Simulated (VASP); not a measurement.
A run of VASP 6.6.1 is set up as follows.

Contents of INCAR:

```
SYSTEM = W
PREC = Accurate
ENCUT = 550
EDIFF = 1E-6
ISMEAR = 0
SIGMA = 0.02
LREAL = .False.
LASPH = .True.
NELM = 60
ALGO = Normal
ISIF = 2
LWAVE = .False.
LCHARG = .False.
GGA = PS
```

File KPOINTS:

```
regular mesh
0
Gamma
  11 11 11
  0 0 0
```

The input POSCAR:

```
W
1.0
    0.0000000000      2.0300000000      2.0300000000
    2.0300000000      0.0000000000      2.0300000000
    2.0300000000      2.0300000000      0.0000000000
W
1
Direct
    0.0000000000      0.0000000000      0.0000000000
```

Potentials or basis: VASP PAW PBE potentials, release 64 (W_sv_GW).

Launch:

```bash
$ cat potpaw_PBE.64/W_sv_GW/POTCAR > POTCAR
$ mpirun -np 1 vasp_std > vasp.out
```

Question: Predict the pressure.

Answer: -14.3 GPa.

Question: Estimate the band gap on the k mesh.

Answer: None (metal or under the smearing width).

Caveat: the PAW data sets were made with another functional, which shifts forces and pressure a little. The run has no spin-orbit coupling, so splittings on W are missing.
